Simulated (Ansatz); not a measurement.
# AlNi3 (Fm-3m) in Ansatz: further runs, part 2 of 2

Ansatz 0.2.0. Earlier steps stand in the parts before.

## (3) Single point, PBEsol, collinear spin, random start

Contents of input.yaml:

```yaml
crystal:
  lattice:
    - [0.0, 2.8018887551, 2.8018887551]
    - [2.8018887551, 0.0, 2.8018887551]
    - [2.8018887551, 2.8018887551, 0.0]
  atoms:
    - { symbol: Ni, position: [0.75, 0.75, 0.75], spin: 0.65 }
    - { symbol: Ni, position: [0.0, 0.0, 0.0], spin: -0.09 }
    - { symbol: Ni, position: [0.25, 0.25, 0.25], spin: 0.18 }
    - { symbol: Al, position: [0.5, 0.5, 0.5] }
hamiltonian:
  xc: pbesol
  pseudopotentials: { kind: paw }
magnetization:
  spin_polarized: true
kpoints:
  mp_grid: { grid: [8, 8, 8] }
scf:
  occupations: { method: fermi_dirac, width: 0.05 }
output:
  forces: true
  stress: true
  eigenvalues: true
  write_density: true
  write_potential: true
  elf: true
  volumetric_format: npy
```

Potentials or basis: Ansatz PAW.

Command:

```bash
> ansatz run input.yaml --threads 2 --pin off --max-ram 5632MiB --backend cpu --events-out ev --progress --plain --runs-dir out
```

Output:

```text
Warning: RAYON_NUM_THREADS=2 ignored (pool sized by the plan → 2); use --threads N
Engine: ansatz 0.2.0, aarch64-unknown-linux-gnu
Pseudopotentials: kind: paw
Pseudopotential: Ni, paw, valence charge 18, recommended cutoff 420 eV (normal), Ni.paw.azcp
Pseudopotential: Al, paw, valence charge 3, recommended cutoff 420 eV (normal), Al.paw.azcp
Functional definition: PBEsol
  exchange = pbesol_x
  correlation = pbesol_c
Crystal: 4 atoms, lattice volume = 43.993 Å³
Basis set: ecut = 420 eV, 869 PW (Γ), exchange–correlation on 54×54×54 points (8 copies of the dense FFT grid, shifted against one another)
Bands: 35, of which v1, the nominal top of the filled ones, is band 29 counted from 1 (28 counted from 0)
Symmetry: 24 space group operations
Space group: F-43m (ITA 216), of the structure as read, at distance tolerance 3.5e-5 Å
Magnetic group: BNS 216.74 (UNI 1576), of the structure as read, at distance tolerance 3.5e-5 Å
k-points: 29 of 512 (time reversal used)
Non-local potential: Ni, projectors of the file, l = 0: 3, l = 1: 2, l = 2: 3, l = 3: 1
Non-local potential: Al, projectors of the file, l = 0: 2, l = 1: 2, l = 2: 1
PAW form: soft (Blöchl's): semilocal exchange-correlation on the pseudo side does not see the compensation charge
PAW frozen core: Ni, regenerated for the run's functional, and the local potential with it (the file was generated under x = pbe(κ = 0.804, μ = 0.2195149727645171), c = pbe(β = 0.06672455060314922))
PAW frozen core: Al, regenerated for the run's functional, and the local potential with it (the file was generated under x = pbe(κ = 0.804, μ = 0.2195149727645171), c = pbe(β = 0.06672455060314922))
PAW one-centre angular grid: Ni, 590 points (default); XC on 64 Gauss nodes
PAW one-centre angular grid: Al, 110 points (default); XC on 64 Gauss nodes
Initial density: superposition of atomic densities (chi_scale 0.1, normalization cell)
Starting moments: Σ|m| = 0.92 μB on 3 of 4 sites
Initial wavefunctions: pseudopotential atomic-orbital guess
[... 18 lines left out ...]
SCF iter  13: F=—  HF=-17941.017294 eV  |F-HF|=—  |Δ(HF+E_count)|=   6.01e-6  Δρ=3.31e-4 (↑3.31e-4 ↓3.30e-4)  dr2=1.24e-4  dr2_m=7.99e-9  M=0.000 μB ∫|m|=0.000 μB  β_m=0.94  ethr=1.59e-7  ⟨swp⟩=2.1  Hψ=3252  notcnv=0  defer=54
SCF iter  14: F=—  HF=-17941.017279 eV  |F-HF|=—  |Δ(HF+E_count)|=   1.52e-5  Δρ=1.73e-4 (↑1.65e-4 ↓1.73e-4)  dr2=3.79e-5  dr2_m=6.05e-9  M=0.000 μB ∫|m|=0.000 μB  β_m=0.97  ethr=1.59e-7  ⟨swp⟩=2.0  Hψ=2739  notcnv=0  defer=54
SCF iter  15: F=—  HF=-17941.017277 eV  |F-HF|=—  |Δ(HF+E_count)|=   2.37e-6  Δρ=4.77e-5 (↑4.18e-5 ↓4.77e-5)  dr2=2.92e-6  dr2_m=3.60e-9  M=-0.000 μB ∫|m|=0.000 μB  β_m=0.89  ethr=6.65e-8  ⟨swp⟩=1.8  Hψ=2123  notcnv=0  defer=54
SCF iter  16: F=—  HF=-17941.017277 eV  |F-HF|=—  |Δ(HF+E_count)|=   3.31e-7  Δρ=2.49e-5 (↑2.49e-5 ↓2.45e-5)  dr2=7.15e-7  dr2_m=3.63e-10  M=0.000 μB ∫|m|=0.000 μB  β_m=0.94  ethr=5.12e-9  ⟨swp⟩=2.0  Hψ=2651  notcnv=0  defer=54
SCF iter  17: F=—  HF=-17941.017277 eV  |F-HF|=—  |Δ(HF+E_count)|=   2.16e-8  Δρ=7.07e-6 (↑7.07e-6 ↓6.66e-6)  dr2=6.18e-8  dr2_m=5.86e-11  M=0.000 μB ∫|m|=0.000 μB  β_m=0.92  ethr=1.25e-9  ⟨swp⟩=2.2  Hψ=2663  notcnv=0  defer=54
SCF iter  18: F=—  HF=-17941.017277 eV  |F-HF|=—  |Δ(HF+E_count)|=   5.12e-9  Δρ=2.70e-6 (↑2.53e-6 ↓2.70e-6)  dr2=7.25e-9  dr2_m=2.79e-11  M=0.000 μB ∫|m|=0.000 μB  β_m=0.78  ethr=1.08e-10  ⟨swp⟩=2.0  Hψ=2787  notcnv=0  defer=54
SCF iter  19: F=-17941.017277 eV  HF=-17941.017277 eV  |F-HF|=5.11e-9  |Δ(HF+E_count)|=  3.20e-10  Δρ=1.99e-6 (↑1.99e-6 ↓1.93e-6)  dr2=5.48e-9  dr2_m=2.01e-12  M=0.000 μB ∫|m|=0.000 μB  ethr=1.27e-11  ⟨swp⟩=8.7  Hψ=12031  notcnv=0
SCF 1 converged in 19 iterations: F = -17941.017277 eV  dr2 = 5.48e-9
WARN: the starting moments were not kept: the SCF closed with an absolute magnetisation of 2.2e-6 μB, where they sum to 0.92 μB in size (3 sites). That is at most 0.1 of that sum. Measured as dr2_m measures the in/out step, that magnetisation stands 6.2e-12 eV from none, at or under the dr2_threshold of 1.0e-7 eV: it is no larger than a step whose dr2_m would equal this threshold. The system may hold no moment; this SCF shows only that its start led to no more than that. To try another start: raise the starting moments (crystal.atoms[].spin, magnetization.per_species, magnetization.initial_magnetization, or on a non-collinear deck that types none of these the spinor_matrix: blocks that start its atoms; where the total moment is fixed, keep their sum and leave initial_magnetization as it is; typed ones take the place of any that the run laid by itself, positive ones on a crystal's lanthanoids without a Hubbard term where scf.initial_density.shell_occupations: [] is typed) or, if the notice of its spin-set hold's release reads "site moments contracting" or "site moments show no strong build", lengthen the hold (scf.mixing.spin_hold: { on: { confirm: 4 } }; for m-r²SCAN on two components see the key's manual first). Each may lead to a state that holds a moment. A second SCF, from the converged charge density, with the starting moments and any scf.initial_density.shell_occupations laid on it anew, would have followed, and was not run: the deck does not ask for one (magnetization.retry_lost_moments is false, the default). To let it run, set magnetization.retry_lost_moments: true and run the deck again, where that key's refused combinations let it; where memory then withholds it, that run's warning says so.
SCF converged after 19 iterations
Magnetization: 0.0000 μB (28.5000 up, 28.5000 down)
Absolute magnetization: 0.0000 μB (∫|ρ↑−ρ↓|, with the PAW one-centre terms)
Spin contamination: 0.0000 ħ² per cell (⟨S²⟩ above its minimum at these occupations)
Per-site moments (μB) at R_I (Å): [(-1.4657421287233705e-7, 1.000934071704004), (1.3799724979987867e-6, 1.0009340717040043), (-3.4023914119565946e-7, 1.0009340717040043), (-1.4235570040976284e-8, 1.000934071704004)]
Free energy (F): -17941.017277 eV
Harris-Foulkes:  -17941.017277 eV  (|F-HF|=5.11e-9)
Internal energy: -17940.997766 eV  (E = F + TS)
E sigma→0 (E₀):  -17941.007521 eV
Entropy (-TS):   -0.019510 eV (-4.878 meV/atom)
Fermi energy:    16.291792 eV
--- Per-component energies (eV) ---
  E_band       = -905.254005
  E_kinetic    = 881.050331
  E_local      = -11857.828337  (includes V_loc(G=0)·N_el)
  E_nonlocal   = 1925.520095
  E_hartree    = 5046.128620
  E_xc         = -295.487067
  E_vxc        = -360.606525  (∫ρ·V_xc dr)
  E_paw        = -5245.858813  (= ΣΔE_a)
  E_vpaw       = -1585.648095  (= ΣTr[D̂ρ^β])
  E_aug_tail   = 0.001512  (compensation charges beyond the density's cutoff)
  E_ewald      = -8395.135113
  E_core_change = 0.611006  (= ΣΔE_core)
  E_smearing   = -0.019510  (= −TS)
  E_closure    = 0.000000  (closes the sum)
  Σ components = -17941.017277   (vs F -17941.017277, Δ=0.00e0)
--- Forces (eV/Å), atoms counted from 1 ---
  atom   1  Ni     0.00000000    -0.00000000    -0.00000000
  atom   2  Ni    -0.00000000     0.00000000    -0.00000000
  atom   3  Ni    -0.00000000     0.00000000     0.00000000
  atom   4  Al    -0.00000000     0.00000000     0.00000000
  max |Σ_I F_I| component: 2.78e-17 eV/Å
--- Stress (GPa, compression-positive) ---
       -0.721830      -0.000000       0.000000
       -0.000000      -0.721830      -0.000000
        0.000000      -0.000000      -0.721830
  P = ⅓ Tr σ = -0.7218 GPa (-7.218 kbar)
--- Band table (eV; the first three rows and the last of 58) ---
  k-point 0 ↑: bands = ["-86.4156", "-86.4068", "-86.1852", "-46.9807", "-46.9807", "-46.9807", "-46.9694", "-46.9694", "-46.9694", "-46.7266", "-46.7266", "-46.7266", "6.0353", "12.6671", "12.6671", "12.7934", "12.7934", "12.7934", "13.8895", "13.8895", "13.8895", "15.3930", "15.3930", "15.3930", "15.7497", "15.7497", "15.7888", "15.7888", "21.7119", "21.7119", "21.7119", "22.2117", "22.2117", "22.2117", "23.4182"]
  k-point 1 ↑: bands = ["-86.4151", "-86.4071", "-86.1854", "-46.9851", "-46.9818", "-46.9818", "-46.9690", "-46.9690", "-46.9642", "-46.7277", "-46.7260", "-46.7260", "6.2677", "12.6038", "12.6038", "12.6635", "12.9800", "12.9800", "13.8408", "13.8658", "13.8658", "15.1971", "15.2590", "15.2590", "15.7636", "15.7636", "15.8015", "15.8015", "19.7320", "21.1775", "21.1775", "22.4155", "22.7150", "22.7150", "24.1494"]
  k-point 2 ↑: bands = ["-86.4138", "-86.4078", "-86.1860", "-46.9876", "-46.9842", "-46.9842", "-46.9682", "-46.9682", "-46.9601", "-46.7296", "-46.7244", "-46.7244", "6.9502", "12.1732", "12.6196", "12.6196", "13.2794", "13.2794", "13.5813", "13.8235", "13.8235", "14.9059", "14.9735", "14.9735", "15.7171", "15.7171", "15.8458", "15.8458", "17.7591", "20.7255", "20.7255", "22.1119", "22.2786", "22.2786", "24.3873"]
  k-point 28 ↓: bands = ["-86.4101", "-86.4101", "-86.1875", "-47.0090", "-46.9849", "-46.9811", "-46.9810", "-46.9506", "-46.9506", "-46.7286", "-46.7286", "-46.7178", "10.2442", "11.3065", "11.3065", "11.9625", "13.5226", "13.7708", "13.7708", "13.8293", "14.2553", "14.2553", "14.8075", "14.8771", "15.6894", "15.6894", "15.7035", "15.7620", "16.1925", "16.2885", "16.2885", "23.8195", "23.8570", "23.8570", "24.1199"]
```

rho_z.tsv:

```text
# z_ang	rho[e/angstrom^3]	rho_spin[e/angstrom^3]
# format = ansatz-planar-average/11
# lattice	0.000000000	2.801888755	2.801888755
# lattice	2.801888755	0.000000000	2.801888755
# lattice	2.801888755	2.801888755	0.000000000
# sites	4
# site	28	4.202833133	4.202833133	4.202833133
# site	28	0.000000000	0.000000000	0.000000000
# site	28	1.400944378	1.400944378	1.400944378
# site	13	2.801888755	2.801888755	2.801888755
0.000000	2.032117e0	2.323774e-7
0.146758	1.875253e0	1.975974e-7
0.293516	1.540205e0	1.198424e-7
0.440274	1.299500e0	4.529942e-8
0.587032	1.331940e0	-1.037417e-8
0.733791	1.612060e0	-4.587139e-8
[... 19 lines left out ...]
3.668953	1.540205e0	1.162497e-7
3.815711	1.875253e0	1.948750e-7
```

v_z.tsv:

```text
# z_ang	v_es[eV]	v_tot_up[eV]	v_tot_dn[eV]
# format = ansatz-planar-average/11
# xc	pbesol
# density_cutoff_ev	1680
# datasets	Ni=:simpson_from_first_knot:soft:shift=-1124341	Al=:simpson_from_first_knot:soft:shift=-732380
# lattice	0.000000000	2.801888755	2.801888755
# lattice	2.801888755	0.000000000	2.801888755
# lattice	2.801888755	2.801888755	0.000000000
# sites	4
# site	28	4.202833133	4.202833133	4.202833133
# site	28	0.000000000	0.000000000	0.000000000
# site	28	1.400944378	1.400944378	1.400944378
# site	13	2.801888755	2.801888755	2.801888755
0.000000	6.457851e0	-6.340941e0	-6.340941e0
0.146758	6.264357e0	-6.556227e0	-6.556227e0
0.293516	5.855813e0	-7.001386e0	-7.001387e0
0.440274	5.530510e0	-7.341005e0	-7.341006e0
0.587032	5.432680e0	-7.402920e0	-7.402921e0
0.733791	5.547215e0	-7.191206e0	-7.191206e0
[... 19 lines left out ...]
3.668953	5.855815e0	-7.001383e0	-7.001384e0
3.815711	6.264358e0	-6.556226e0	-6.556226e0
```

Run time: 23 s. Hardware: 2 threads of Arm Neoverse V2, shared host; peak memory 0.45 GiB.

What came out:

* Free energy: -17941.0173 eV
* Pressure: -0.7 GPa
* Band gap on the k mesh: none (metal or under the smearing width)
* Net moment: 0.00 μB per cell
* Absolute moment: 0.00 μB per cell

Caveat: the PAW data sets come from PBE, with cores solved anew for the run's functional, which leaves a small shift of forces and pressure; the starting moments weren't kept.

## (4) Single point, PBEsol, collinear spin, ferromagnetic start

Contents of input.yaml:

```yaml
crystal:
  lattice:
    - [0.0, 2.8018887551, 2.8018887551]
    - [2.8018887551, 0.0, 2.8018887551]
    - [2.8018887551, 2.8018887551, 0.0]
  atoms:
    - { symbol: Ni, position: [0.75, 0.75, 0.75], spin: 2.5 }
    - { symbol: Ni, position: [0.0, 0.0, 0.0], spin: 2.5 }
    - { symbol: Ni, position: [0.25, 0.25, 0.25], spin: 2.5 }
    - { symbol: Al, position: [0.5, 0.5, 0.5] }
hamiltonian:
  xc: pbesol
  pseudopotentials: { kind: paw }
magnetization:
  spin_polarized: true
kpoints:
  mp_grid: { grid: [8, 8, 8] }
scf:
  occupations: { method: fermi_dirac, width: 0.05 }
output:
  forces: true
  stress: true
  eigenvalues: true
```

Command:

```bash
> ansatz run input.yaml --threads 2 --pin off --max-ram 5632MiB --backend cpu --events-out ev --progress --plain --runs-dir out
```

Wall time 5.8 s (2 threads of Arm Neoverse V2, shared host); peak memory 0.41 GiB.

The run converged. Its results:

* Free energy: -17941.0173 eV
* Pressure: -0.7 GPa
* Band gap on the k mesh: none (metal or under the smearing width)
* Net moment: 0.00 μB per cell
* Absolute moment: 0.00 μB per cell

Levels at points of the mesh, in eV from the Fermi level:
Spin up:
```tsv
k point	band 25	band 26	band 27	band 28	band 29	band 30	band 31	band 32
(0.00, 0.00, 0.00)	-0.54	-0.54	-0.50	-0.50	5.42	5.42	5.42	5.92
(0.00, 0.00, -0.50)	-0.63	-0.63	-0.46	-0.46	-0.13	4.30	4.30	4.80
(0.00, -0.50, -0.50)	-1.04	-0.74	-0.57	-0.36	-0.34	-0.34	-0.03	4.24
```
Spin down:
```csv
k point,band 24,band 25,band 26,band 27,band 28,band 29,band 30,band 31,band 32,band 33
"(0.00, 0.00, 0.00)",-0.90,-0.54,-0.54,-0.50,-0.50,5.42,5.42,5.42,5.92,5.92
"(0.00, 0.00, -0.50)",-1.74,-0.63,-0.63,-0.46,-0.46,-0.13,4.30,4.30,4.80,4.80
"(0.00, -0.50, -0.50)",-1.23,-1.04,-0.74,-0.57,-0.36,-0.34,-0.34,-0.03,4.24,4.68
```

Caveat: the starting moments collapsed, and a magnetic state may lie lower; the PAW data sets come from PBE, with cores solved anew for the run's functional, which leaves a small shift of forces and pressure; the starting moments weren't kept.

## (5) Single point, PBEsol, non-collinear spin, random start

Contents of input.yaml:

```yaml
crystal:
  lattice:
    - [0.0, 2.8018887551, 2.8018887551]
    - [2.8018887551, 0.0, 2.8018887551]
    - [2.8018887551, 2.8018887551, 0.0]
  atoms:
    - { symbol: Ni, position: [0.75, 0.75, 0.75], spin: 0.65, spin_axis: [-0.112, -0.24, -0.594] }
    - { symbol: Ni, position: [0.0, 0.0, 0.0], spin: 0.09, spin_axis: [-0.071, 0.038, 0.04] }
    - { symbol: Ni, position: [0.25, 0.25, 0.25], spin: 0.18, spin_axis: [-0.095, 0.119, -0.096] }
    - { symbol: Al, position: [0.5, 0.5, 0.5] }
hamiltonian:
  xc: pbesol
  pseudopotentials: { kind: paw }
magnetization:
  noncollinear: true
  spin_orbit: false
kpoints:
  mp_grid: { grid: [6, 6, 6] }
scf:
  occupations: { method: fermi_dirac, width: 0.05 }
output:
  forces: true
  stress: true
  eigenvalues: true
  write_density: true
  write_potential: true
  elf: true
  volumetric_format: npy
```

Potentials or basis: Ansatz PAW.

Command:

```bash
> ansatz run input.yaml --threads 2 --pin off --max-ram 5632MiB --backend cpu --events-out ev --progress --plain --runs-dir out
```

Output:

```text
Warning: RAYON_NUM_THREADS=2 ignored (pool sized by the plan → 2); use --threads N
[... 102 lines left out ...]
  k-point 2: bands = ["-86.4153", "-86.4153", "-86.4111", "-86.4111", "-86.1901", "-86.1900", "-46.9883", "-46.9883", "-46.9883", "-46.9883", "-46.9883", "-46.9883", "-46.9704", "-46.9704", "-46.9704", "-46.9704", "-46.9638", "-46.9638", "-46.7340", "-46.7340", "-46.7267", "-46.7267", "-46.7267", "-46.7267", "7.6324", "7.6324", "11.4636", "11.4636", "12.6728", "12.6728", "12.6728", "12.6728", "13.4537", "13.4537", "13.4537", "13.4537", "13.4607", "13.4607", "13.8217", "13.8217", "13.8217", "13.8217", "14.7615", "14.7615", "14.7615", "14.7615", "14.7806", "14.7807", "15.6872", "15.6872", "15.6872", "15.6872", "15.8432", "15.8432", "15.8433", "15.8433", "16.8448", "16.8448", "20.5839", "20.5839", "20.5839", "20.5839", "21.7213", "21.7213", "21.7213", "21.7213", "21.9529", "21.9529", "24.3711", "24.3711"]
  k-point 21: bands = ["-86.4132", "-86.4132", "-86.4122", "-86.4121", "-86.1911", "-86.1911", "-47.0112", "-47.0112", "-46.9971", "-46.9971", "-46.9878", "-46.9878", "-46.9694", "-46.9694", "-46.9537", "-46.9537", "-46.9524", "-46.9524", "-46.7385", "-46.7385", "-46.7263", "-46.7263", "-46.7212", "-46.7212", "10.1812", "10.1812", "10.8449", "10.8449", "11.7953", "11.7953", "12.0062", "12.0062", "13.6379", "13.6380", "13.6591", "13.6591", "13.7883", "13.7883", "14.0588", "14.0588", "14.0898", "14.0898", "14.3752", "14.3752", "14.8322", "14.8322", "14.9607", "14.9607", "15.5203", "15.5203", "15.5984", "15.5984", "15.8038", "15.8039", "15.8568", "15.8568", "16.1417", "16.1417", "16.2046", "16.2046", "16.2942", "16.2942", "22.1648", "22.1648", "22.4162", "22.4162", "25.8216", "25.8216", "25.8233", "25.8233"]
```

v_z.tsv:

```text
# z_ang	v_es[eV]	v_tot[eV]	b_x[eV]	b_y[eV]	b_z[eV]
# format = ansatz-planar-average/11
# xc	pbesol
# density_cutoff_ev	1680
# datasets	Ni=:simpson_from_first_knot:soft:shift=-1124341	Al=:simpson_from_first_knot:soft:shift=-732380
# lattice	0.000000000	2.801888755	2.801888755
# lattice	2.801888755	0.000000000	2.801888755
# lattice	2.801888755	2.801888755	0.000000000
# sites	4
# site	28	4.202833133	4.202833133	4.202833133
# site	28	0.000000000	0.000000000	0.000000000
# site	28	1.400944378	1.400944378	1.400944378
# site	13	2.801888755	2.801888755	2.801888755
0.000000	6.457247e0	-6.341607e0	-7.414968e-9	1.019621e-7	-1.950885e-7
0.146758	6.263785e0	-6.556892e0	-2.764863e-8	1.354373e-7	-1.219976e-7
0.293516	5.855327e0	-7.002026e0	-7.339087e-8	2.263426e-7	8.075227e-9
0.440274	5.530140e0	-7.341573e0	-1.027775e-7	2.909885e-7	1.544963e-7
0.587032	5.432413e0	-7.403398e0	-9.709099e-8	2.810206e-7	2.218446e-7
0.733791	5.547012e0	-7.191621e0	-8.419785e-8	2.538079e-7	1.700177e-7
[... 19 lines left out ...]
3.668953	5.855328e0	-7.002026e0	-4.955548e-8	2.104696e-7	-5.450117e-9
3.815711	6.263785e0	-6.556892e0	-1.808836e-8	1.350951e-7	-1.485115e-7
```

It took 35 s on 2 threads of Arm Neoverse V2, shared host; peak memory 0.44 GiB.

What came out:

| Item | Value |
| --- | --- |
| Free energy | -17941.0285 eV |
| Pressure | -0.8 GPa |
| Band gap on the k mesh | none (metal or under the smearing width) |
| Net moment | 0.00 μB per cell |
| Absolute moment | 0.00 μB per cell |

Moments on the atoms (μB; x, y, z):
```
Ni  0.00 0.00 0.00
Ni  0.00 0.00 0.00
Ni  0.00 0.00 0.00
Al  0.00 0.00 0.00
```

Caveat: the PAW data sets come from PBE, with cores solved anew for the run's functional, which leaves a small shift of forces and pressure; the starting moments weren't kept.

## (6) Overview

| spin | k mesh | gap on the mesh (eV) | pressure (GPa) | moment (μB) |
| --- | --- | --- | --- | --- |
| collinear, ferrimagnetic start | 8 × 8 × 8 | none | -0.7 | 0.00 |
| collinear, random start | 8 × 8 × 8 | none | -0.7 | 0.00 |
| non-collinear, random start | 6 × 6 × 6 | none | -0.8 | 0.00 |

Alike in all rows: task single point; level PBEsol; potentials or basis Ansatz PAW; cell as given; cutoff (eV) 420; smearing fermi-dirac 0.05 eV.

Every run on the cell as given and a fine mesh finds a metal.

Caveats: the PAW data sets come from PBE, with cores solved anew for the run's functional, which leaves a small shift of forces and pressure; the starting moments weren't kept.

Total energies depend on the potentials used, so only differences within one code and one set of settings carry meaning.
